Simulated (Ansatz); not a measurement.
# Ge (Cmcm) in Ansatz: a series of runs

The runs below take Ge through single point, with PBE.

Everything below comes from runs of Ansatz 0.2.0. Logs are shortened: lines on timing, memory, paths and dates and some standing lists are left out, and cuts for length are marked.

## 1. Starting point

It takes space group Cmcm (No. 63, orthorhombic). The conventional cell has a = 2.976 Å, b = 5.189 Å, c = 4.728 Å, α = 90.00°, β = 90.00°, γ = 90.00°. Ge (site symmetry m2m) has 12 Ge at 2.92 to 2.99 Å as nearest neighbours.

This isn't the form of Ge at room conditions, which is diamond.

## 2. Single point, PBE

input.yaml reads:

```yaml
crystal:
  lattice:
    - [1.488052925, -2.59468961, 0.0]
    - [1.488052925, 2.59468961, 0.0]
    - [0.0, 0.0, 4.72759579]
  atoms:
    - { symbol: Ge, position: [0.33344663, 0.66655337, 0.25] }
    - { symbol: Ge, position: [0.66655337, 0.33344663, 0.75] }
hamiltonian:
  xc: pbe
  pseudopotentials: { kind: paw }
kpoints:
  mp_grid: { grid: [10, 10, 6] }
scf:
  occupations: { method: gaussian, width: 0.02 }
output:
  forces: true
  stress: true
  eigenvalues: true
  write_density: true
  write_potential: true
  elf: true
  volumetric_format: npy
```

Potentials or basis: Ansatz PAW.

Launch:

```
ansatz run input.yaml --threads 2 --pin off --max-ram 5632MiB --backend cpu --events-out ev --progress --plain --runs-dir out
```

What it wrote:

```text
Warning: RAYON_NUM_THREADS=2 ignored (pool sized by the plan → 2); use --threads N
Engine: ansatz 0.2.0, aarch64-unknown-linux-gnu
Pseudopotentials: kind: paw
Pseudopotential: Ge, paw, valence charge 14, recommended cutoff 420 eV (normal), Ge.paw.azcp
Functional definition: PBE
  parameter kappa = 0.804
  parameter beta = 0.06672455060314922
  exchange = pbe_x(kappa = kappa, mu = beta*pi^2/3)
  correlation = pbe_c(beta = beta)
Crystal: 2 atoms, lattice volume = 36.507 Å³
Basis set: ecut = 420 eV, 695 PW (Γ), exchange–correlation on 40×40×64 points (8 copies of the dense FFT grid, shifted against one another)
Bands: 18, of which v1, the nominal top of the filled ones, is band 14 counted from 1 (13 counted from 0)
Symmetry: 8 space group operations
Space group: Cmcm (ITA 63), of the structure as read, at distance tolerance 3.3e-5 Å
k-points: 124 of 600
Non-local potential: Ge, projectors of the file, l = 0: 2, l = 1: 2, l = 2: 3, l = 3: 1
PAW form: soft (Blöchl's): semilocal exchange-correlation on the pseudo side does not see the compensation charge
PAW one-centre angular grid: Ge, 590 points (default); XC on 64 Gauss nodes
Initial density: superposition of atomic densities (neutral atoms: chi_scale 0, normalization atom), corrected by the library's trained network
Initial wavefunctions: pseudopotential atomic-orbital guess
Functional: x = pbe(κ = 0.804, μ = 0.2195149727645171), c = pbe(β = 0.06672455060314922)
SCF iter   1: F=—  HF=-8589.293923 eV  |F-HF|=—  |Δ(HF+E_count)|=         —  Δρ=1.42e-3  dr2=4.33e-4  ethr=1.77e-3  ⟨swp⟩=5.4  Hψ=9295  notcnv=0
preconditioner: auto → none  [insulator: Δε(μ)=0.031 eV  Ē_g=23.192 eV  σ=0.020 eV  W_gap=0.72  n_scr=8 (ndim 8)  ℏωp=32.5 eV  f_vac=0.000  D(μ)=1.89/eV (n_scr^D=22)  ε∞_Penn≈3.0]
SCF iter   2: F=—  HF=-8589.293655 eV  |F-HF|=—  |Δ(HF+E_count)|=   2.68e-4  Δρ=7.03e-4  dr2=9.56e-5  ethr=1.55e-6  ⟨swp⟩=2.0  Hψ=3709  notcnv=0
SCF iter   3: F=—  HF=-8589.293803 eV  |F-HF|=—  |Δ(HF+E_count)|=   1.48e-4  Δρ=7.13e-5  dr2=8.02e-7  ethr=3.41e-7  ⟨swp⟩=2.0  Hψ=2680  notcnv=0
SCF iter   4: F=—  HF=-8589.293803 eV  |F-HF|=—  |Δ(HF+E_count)|=   3.19e-7  Δρ=1.77e-5  dr2=7.73e-8  ethr=2.87e-9  ⟨swp⟩=2.0  Hψ=3918  notcnv=0
iter 5 did not close the SCF: its close was put off for the readings that it lacked (scf_convergence_deferred on its scf_iter line)
SCF iter   5: F=-8589.293803 eV  HF=-8589.293803 eV  |F-HF|=1.65e-9  |Δ(HF+E_count)|=   9.65e-9  Δρ=5.23e-6  dr2=5.42e-9  ethr=2.76e-10  ⟨swp⟩=2.0  Hψ=3920  notcnv=0
SCF iter   6: F=-8589.293803 eV  HF=-8589.293803 eV  |F-HF|=1.76e-10  |Δ(HF+E_count)|=   2.70e-9  Δρ=1.09e-6  dr2=2.45e-10  ethr=1.94e-11  ⟨swp⟩=4.6  Hψ=11057  notcnv=0
SCF 1 converged in 6 iterations: F = -8589.293803 eV  dr2 = 2.45e-10
SCF converged after 6 iterations
Free energy (F): -8589.293803 eV
Harris-Foulkes:  -8589.293803 eV  (|F-HF|=1.76e-10)
Internal energy: -8589.293423 eV  (E = F + TS)
E sigma→0 (E₀):  -8589.293613 eV
Entropy (-TS):   -0.000380 eV (-0.190 meV/atom)
Fermi energy:    11.511718 eV
--- Per-component energies (eV) ---
  E_band       = -212.405491
  E_kinetic    = 221.339248
  E_local      = -4200.591631  (includes V_loc(G=0)·N_el)
  E_nonlocal   = 830.138961
  E_hartree    = 1839.158454
  E_xc         = -151.818093
  E_vxc        = -129.852537  (∫ρ·V_xc dr)
  E_paw        = -4032.108153  (= ΣΔE_a)
  E_vpaw       = -611.756347  (= ΣTr[D̂ρ^β])
  E_aug_tail   = 0.000625  (compensation charges beyond the density's cutoff)
  E_ewald      = -3095.412836
  E_smearing   = -0.000380  (= −TS)
  E_closure    = -0.000000  (closes the sum)
  Σ components = -8589.293803   (vs F -8589.293803, Δ=0.00e0)
--- Forces (eV/Å), atoms counted from 1 ---
  atom   1  Ge     0.00000000     0.01321937     0.00000000
  atom   2  Ge     0.00000000    -0.01321937     0.00000000
  max |Σ_I F_I| component: 0.00e0 eV/Å
--- Stress (GPa, compression-positive) ---
        3.139921       0.000000       0.000000
        0.000000       4.361524       0.000000
        0.000000       0.000000       5.474883
  P = ⅓ Tr σ = 4.3254 GPa (43.254 kbar)
--- Band table (eV; the first three rows and the last of 124) ---
  k-point 0: bands = ["-13.1301", "-13.1194", "-13.1177", "-13.1157", "-13.1101", "-13.1070", "-13.0975", "-13.0972", "-13.0231", "-13.0228", "-1.8390", "4.0568", "5.9956", "18.1386", "18.2530", "20.2191", "20.3372", "21.6495"]
  k-point 1: bands = ["-13.1289", "-13.1250", "-13.1220", "-13.1181", "-13.1131", "-13.1101", "-13.0862", "-13.0854", "-13.0257", "-13.0253", "-1.6527", "2.7459", "7.6678", "18.2852", "18.3992", "19.8875", "20.1425", "20.2581"]
  k-point 2: bands = ["-13.1296", "-13.1264", "-13.1253", "-13.1209", "-13.1188", "-13.1173", "-13.0667", "-13.0659", "-13.0339", "-13.0334", "-1.0935", "1.1336", "10.3556", "16.6900", "18.6994", "18.8118", "19.8357", "19.9473"]
  k-point 123: bands = ["-13.1550", "-13.1550", "-13.1360", "-13.1360", "-13.0738", "-13.0738", "-13.0228", "-13.0228", "-13.0185", "-13.0185", "4.4667", "4.4667", "6.5739", "6.5739", "15.7860", "15.7860", "16.6253", "16.6253"]
```

It took 2.6 s on 2 threads of Arm Neoverse V1, shared host; peak memory 0.34 GiB.

Results:

```yaml
Free_energy: -8589.2938 eV
Pressure: 4.3 GPa
Largest_force: 0.013 eV/Å
Band_gap_on_the_k_mesh: none (metal or under the smearing width)
```

Forces on the atoms (eV/Å):
```
Ge   0.000  0.013  0.000
Ge   0.000 -0.013  0.000
```

Levels at points of the mesh, in eV from the Fermi level:
```
              k point  band 11  band 12  band 13  band 14  band 15  band 16  band 17  band 18
   (0.00, 0.00, 0.00)   -13.35    -7.45    -5.52     6.63     6.74     8.71     8.83    10.14
  (0.00, 0.00, -0.50)   -11.67   -11.67     1.90     1.90     7.77     7.77     7.88     7.88
  (0.00, -0.50, 0.00)    -8.42    -7.09    -2.25    -1.24    -0.87     1.45     2.46     6.43
 (0.00, -0.50, -0.50)    -6.97    -6.97    -4.91    -4.91     4.12     4.12     5.09     5.09
 (-0.50, -0.50, 0.00)    -8.49    -7.13    -2.29    -1.27    -0.93     1.42     2.61     6.57
(-0.50, -0.50, -0.50)    -7.04    -7.04    -4.94    -4.94     4.27     4.27     5.11     5.11
```

## 3. Single point, PBE

input.yaml: that of step 2 with these lines changed.

```diff
@@ -14,3 +14,3 @@
 scf:
-  occupations: { method: gaussian, width: 0.02 }
+  occupations: { method: gaussian, width: 0.021 }
 output:
@@ -19,5 +19 @@
   eigenvalues: true
-  write_density: true
-  write_potential: true
-  elf: true
-  volumetric_format: npy
```

Potentials or basis: Ansatz PAW.

Launch:

```
ansatz run input.yaml --threads 2 --pin off --max-ram 5632MiB --backend cpu --events-out ev --progress --plain --runs-dir out
```

What it wrote:

```text
Warning: RAYON_NUM_THREADS=2 ignored (pool sized by the plan → 2); use --threads N
[... 8 set-up lines as earlier in the session ...]
Crystal: 2 atoms, lattice volume = 36.507 Å³
Basis set: ecut = 420 eV, 695 PW (Γ), exchange–correlation on 40×40×64 points (8 copies of the dense FFT grid, shifted against one another)
Bands: 18, of which v1, the nominal top of the filled ones, is band 14 counted from 1 (13 counted from 0)
[... 1 set-up line as earlier in the session ...]
[... 29 lines left out ...]
  E_nonlocal   = 830.139023
  E_hartree    = 1839.158401
  E_xc         = -151.818069
  E_vxc        = -129.852511  (∫ρ·V_xc dr)
  E_paw        = -4032.108244  (= ΣΔE_a)
  E_vpaw       = -611.756512  (= ΣTr[D̂ρ^β])
  E_aug_tail   = 0.000625  (compensation charges beyond the density's cutoff)
  E_ewald      = -3095.412836
  E_smearing   = -0.000429  (= −TS)
  E_closure    = 0.000000  (closes the sum)
  Σ components = -8589.293823   (vs F -8589.293823, Δ=0.00e0)
--- Forces (eV/Å), atoms counted from 1 ---
  atom   1  Ge     0.00000000     0.01272320     0.00000000
  atom   2  Ge     0.00000000    -0.01272320     0.00000000
  max |Σ_I F_I| component: 1.73e-18 eV/Å
--- Stress (GPa, compression-positive) ---
        3.141358       0.000000       0.000000
        0.000000       4.351598       0.000000
        0.000000       0.000000       5.483128
  P = ⅓ Tr σ = 4.3254 GPa (43.254 kbar)
--- Band table (eV; the first three rows and the last of 124) ---
  k-point 0: bands = ["-13.1301", "-13.1194", "-13.1177", "-13.1158", "-13.1102", "-13.1070", "-13.0975", "-13.0972", "-13.0231", "-13.0228", "-1.8390", "4.0568", "5.9956", "18.1386", "18.2530", "20.2191", "20.3372", "21.6495"]
  k-point 1: bands = ["-13.1289", "-13.1250", "-13.1220", "-13.1181", "-13.1132", "-13.1101", "-13.0862", "-13.0854", "-13.0257", "-13.0253", "-1.6527", "2.7459", "7.6678", "18.2852", "18.3992", "19.8875", "20.1425", "20.2581"]
  k-point 2: bands = ["-13.1296", "-13.1264", "-13.1253", "-13.1209", "-13.1188", "-13.1173", "-13.0667", "-13.0659", "-13.0339", "-13.0334", "-1.0935", "1.1336", "10.3556", "16.6900", "18.6994", "18.8118", "19.8357", "19.9473"]
  k-point 123: bands = ["-13.1550", "-13.1550", "-13.1361", "-13.1361", "-13.0738", "-13.0738", "-13.0228", "-13.0228", "-13.0185", "-13.0185", "4.4667", "4.4667", "6.5739", "6.5739", "15.7860", "15.7860", "16.6254", "16.6254"]
```

Run time: 2 s. Hardware: 2 threads of Arm Neoverse V1, shared host; peak memory 0.34 GiB.

Results:

- Free energy: -8589.2938 eV
- Pressure: 4.3 GPa
- Largest force: 0.013 eV/Å
- Band gap on the k mesh: none (metal or under the smearing width)

Forces in eV/Å, atoms in the order of the input:
```
Ge   0.000  0.013  0.000
Ge   0.000 -0.013  0.000
```

Stress tensor (GPa, compression positive):
```
3.14 0.00 0.00
0.00 4.35 0.00
0.00 0.00 5.48
```

Levels at points of the mesh, in eV from the Fermi level:
```csv
k point,band 12,band 13,band 14,band 15,band 16,band 17
"(0.00, 0.00, 0.00)",-7.46,-5.52,6.63,6.74,8.71,8.83
"(0.00, 0.00, -0.50)",-11.67,1.90,1.90,7.77,7.77,7.88
"(0.00, -0.50, 0.00)",-7.09,-2.25,-1.24,-0.87,1.45,2.46
"(0.00, -0.50, -0.50)",-6.97,-4.91,-4.91,4.12,4.12,5.09
"(-0.50, -0.50, 0.00)",-7.13,-2.29,-1.27,-0.93,1.42,2.61
"(-0.50, -0.50, -0.50)",-7.05,-4.94,-4.94,4.27,4.27,5.11
```

## 4. Single point, PBE

input.yaml: that of step 3 with these lines changed.

```diff
@@ -14,3 +14,3 @@
 scf:
-  occupations: { method: gaussian, width: 0.021 }
+  occupations: { method: gaussian, width: 0.022 }
 output:
```

Potentials or basis: Ansatz PAW.

Launch:

```
ansatz run input.yaml --threads 2 --pin off --max-ram 5632MiB --backend cpu --events-out ev --progress --plain --runs-dir out
```

What it wrote:

```text
Warning: RAYON_NUM_THREADS=2 ignored (pool sized by the plan → 2); use --threads N
[... 8 set-up lines as earlier in the session ...]
Crystal: 2 atoms, lattice volume = 36.507 Å³
Basis set: ecut = 420 eV, 695 PW (Γ), exchange–correlation on 40×40×64 points (8 copies of the dense FFT grid, shifted against one another)
Bands: 18, of which v1, the nominal top of the filled ones, is band 14 counted from 1 (13 counted from 0)
[... 2 set-up lines as earlier in the session ...]
k-points: 124 of 600
[... 6 set-up lines as earlier in the session ...]
SCF iter   1: F=—  HF=-8589.293963 eV  |F-HF|=—  |Δ(HF+E_count)|=         —  Δρ=1.42e-3  dr2=4.32e-4  ethr=1.77e-3  ⟨swp⟩=5.3  Hψ=9254  notcnv=0
preconditioner: auto → none  [insulator: Δε(μ)=0.031 eV  Ē_g=23.192 eV  σ=0.022 eV  W_gap=0.68  n_scr=8 (ndim 8)  ℏωp=32.5 eV  f_vac=0.000  D(μ)=1.97/eV (n_scr^D=22)  ε∞_Penn≈3.0]
SCF iter   2: F=—  HF=-8589.293696 eV  |F-HF|=—  |Δ(HF+E_count)|=   2.68e-4  Δρ=7.02e-4  dr2=9.53e-5  ethr=1.54e-6  ⟨swp⟩=2.0  Hψ=3709  notcnv=0
SCF iter   3: F=—  HF=-8589.293844 eV  |F-HF|=—  |Δ(HF+E_count)|=   1.48e-4  Δρ=7.11e-5  dr2=7.97e-7  ethr=3.40e-7  ⟨swp⟩=2.0  Hψ=2680  notcnv=0
SCF iter   4: F=—  HF=-8589.293844 eV  |F-HF|=—  |Δ(HF+E_count)|=   3.18e-7  Δρ=1.77e-5  dr2=7.71e-8  ethr=2.85e-9  ⟨swp⟩=2.0  Hψ=3919  notcnv=0
iter 5 did not close the SCF: its close was put off for the readings that it lacked (scf_convergence_deferred on its scf_iter line)
SCF iter   5: F=-8589.293844 eV  HF=-8589.293844 eV  |F-HF|=1.92e-9  |Δ(HF+E_count)|=   1.06e-8  Δρ=5.19e-6  dr2=5.35e-9  ethr=2.76e-10  ⟨swp⟩=2.0  Hψ=3920  notcnv=0
SCF iter   6: F=-8589.293844 eV  HF=-8589.293844 eV  |F-HF|=1.82e-10  |Δ(HF+E_count)|=   2.93e-9  Δρ=1.10e-6  dr2=2.49e-10  ethr=1.91e-11  ⟨swp⟩=1.6  Hψ=7101  notcnv=0
SCF 1 converged in 6 iterations: F = -8589.293844 eV  dr2 = 2.49e-10
SCF converged after 6 iterations
Free energy (F): -8589.293844 eV
Harris-Foulkes:  -8589.293844 eV  (|F-HF|=1.82e-10)
Internal energy: -8589.293366 eV  (E = F + TS)
E sigma→0 (E₀):  -8589.293605 eV
Entropy (-TS):   -0.000478 eV (-0.239 meV/atom)
Fermi energy:    11.511855 eV
--- Per-component energies (eV) ---
  E_band       = -212.405616
  E_kinetic    = 221.339311
  E_local      = -4200.591553  (includes V_loc(G=0)·N_el)
  E_nonlocal   = 830.139075
  E_hartree    = 1839.158388
  E_xc         = -151.818055
  E_vxc        = -129.852496  (∫ρ·V_xc dr)
  E_paw        = -4032.108320  (= ΣΔE_a)
  E_vpaw       = -611.756650  (= ΣTr[D̂ρ^β])
  E_aug_tail   = 0.000625  (compensation charges beyond the density's cutoff)
  E_ewald      = -3095.412836
  E_smearing   = -0.000478  (= −TS)
  E_closure    = 0.000000  (closes the sum)
  Σ components = -8589.293844   (vs F -8589.293844, Δ=0.00e0)
--- Forces (eV/Å), atoms counted from 1 ---
  atom   1  Ge     0.00000000     0.01223411     0.00000000
  atom   2  Ge     0.00000000    -0.01223411     0.00000000
  max |Σ_I F_I| component: 1.73e-18 eV/Å
--- Stress (GPa, compression-positive) ---
        3.143031       0.000000       0.000000
        0.000000       4.341225       0.000000
        0.000000       0.000000       5.491786
  P = ⅓ Tr σ = 4.3253 GPa (43.253 kbar)
--- Band table (eV; the first three rows and the last of 124) ---
  k-point 0: bands = ["-13.1301", "-13.1194", "-13.1177", "-13.1158", "-13.1102", "-13.1070", "-13.0975", "-13.0972", "-13.0231", "-13.0228", "-1.8390", "4.0568", "5.9956", "18.1386", "18.2529", "20.2191", "20.3372", "21.6495"]
  k-point 1: bands = ["-13.1289", "-13.1250", "-13.1220", "-13.1181", "-13.1132", "-13.1101", "-13.0862", "-13.0854", "-13.0257", "-13.0253", "-1.6527", "2.7459", "7.6678", "18.2852", "18.3992", "19.8875", "20.1425", "20.2581"]
  k-point 2: bands = ["-13.1296", "-13.1264", "-13.1253", "-13.1209", "-13.1188", "-13.1173", "-13.0667", "-13.0659", "-13.0339", "-13.0334", "-1.0935", "1.1336", "10.3556", "16.6900", "18.6994", "18.8118", "19.8357", "19.9473"]
  k-point 123: bands = ["-13.1550", "-13.1550", "-13.1361", "-13.1361", "-13.0738", "-13.0738", "-13.0228", "-13.0228", "-13.0185", "-13.0185", "4.4667", "4.4667", "6.5739", "6.5739", "15.7860", "15.7860", "16.6254", "16.6254"]
```

It took 2 s on 2 threads of Arm Neoverse V1, shared host; peak memory 0.34 GiB.

What came out:

| Property | Result |
| --- | --- |
| Free energy | -8589.2938 eV |
| Pressure | 4.3 GPa |
| Largest force | 0.012 eV/Å |
| Band gap on the k mesh | none (metal or under the smearing width) |

Forces on the atoms (eV/Å):
```
Ge   0.000  0.012  0.000
Ge   0.000 -0.012  0.000
```

Levels at points of the mesh, in eV from the Fermi level:
| k point | band 11 | band 12 | band 13 | band 14 | band 15 | band 16 | band 17 | band 18 |
| --- | --- | --- | --- | --- | --- | --- | --- | --- |
| (0.00, 0.00, 0.00) | -13.35 | -7.46 | -5.52 | 6.63 | 6.74 | 8.71 | 8.83 | 10.14 |
| (0.00, 0.00, -0.50) | -11.67 | -11.67 | 1.90 | 1.90 | 7.77 | 7.77 | 7.88 | 7.88 |
| (0.00, -0.50, 0.00) | -8.42 | -7.09 | -2.25 | -1.24 | -0.87 | 1.45 | 2.46 | 6.43 |
| (0.00, -0.50, -0.50) | -6.97 | -6.97 | -4.91 | -4.91 | 4.12 | 4.12 | 5.09 | 5.09 |
| (-0.50, -0.50, 0.00) | -8.49 | -7.13 | -2.29 | -1.27 | -0.93 | 1.42 | 2.61 | 6.57 |
| (-0.50, -0.50, -0.50) | -7.05 | -7.05 | -4.94 | -4.94 | 4.27 | 4.27 | 5.11 | 5.11 |

## 5. Single point, PBE

input.yaml: that of step 4 with these lines changed.

```diff
@@ -14,3 +14,3 @@
 scf:
-  occupations: { method: gaussian, width: 0.022 }
+  occupations: { method: gaussian, width: 0.023 }
 output:
```

Launch:

```
ansatz run input.yaml --threads 2 --pin off --max-ram 5632MiB --backend cpu --events-out ev --progress --plain --runs-dir out
```

It took 2 s on 2 threads of Arm Neoverse V1, shared host; peak memory 0.34 GiB.

The run converged. Its results:

| Item | Value |
| --- | --- |
| Free energy | -8589.2939 eV |
| Pressure | 4.3 GPa |
| Largest force | 0.012 eV/Å |
| Band gap on the k mesh | none (metal or under the smearing width) |

Forces in eV/Å, atoms in the order of the input:
```
Ge   0.000  0.012  0.000
Ge   0.000 -0.012  0.000
```

Stress tensor (GPa, compression positive):
```
3.14 0.00 0.00
0.00 4.33 0.00
0.00 0.00 5.50
```

Levels at points of the mesh, in eV from the Fermi level:
```
              k point  band 10  band 11  band 12  band 13  band 14  band 15  band 16  band 17  band 18
   (0.00, 0.00, 0.00)   -24.53   -13.35    -7.46    -5.52     6.63     6.74     8.71     8.83    10.14
  (0.00, 0.00, -0.50)   -24.56   -11.67   -11.67     1.90     1.90     7.77     7.77     7.88     7.88
  (0.00, -0.50, 0.00)   -24.52    -8.42    -7.09    -2.25    -1.24    -0.87     1.45     2.46     6.43
 (0.00, -0.50, -0.50)   -24.53    -6.97    -6.97    -4.91    -4.91     4.12     4.12     5.09     5.09
 (-0.50, -0.50, 0.00)   -24.52    -8.49    -7.13    -2.29    -1.27    -0.93     1.42     2.61     6.57
(-0.50, -0.50, -0.50)   -24.53    -7.05    -7.05    -4.94    -4.94     4.27     4.27     5.11     5.11
```

## 6. Summary

```tsv
smearing	gap on the mesh (eV)	pressure (GPa)	largest force (eV/Å)
gaussian 0.02 eV	none	4.3	0.01
gaussian 0.021 eV	none	4.3	0.01
gaussian 0.022 eV	none	4.3	0.01
gaussian 0.023 eV	none	4.3	0.01
```

Alike in all rows: task single point; level PBE; potentials or basis Ansatz PAW; no spin polarisation; cell as given; k mesh 10 × 10 × 6; cutoff (eV) 420.

Every run on the cell as given and a fine mesh finds a metal.

Total energies depend on the potentials used, so only differences within one code and one set of settings carry meaning.
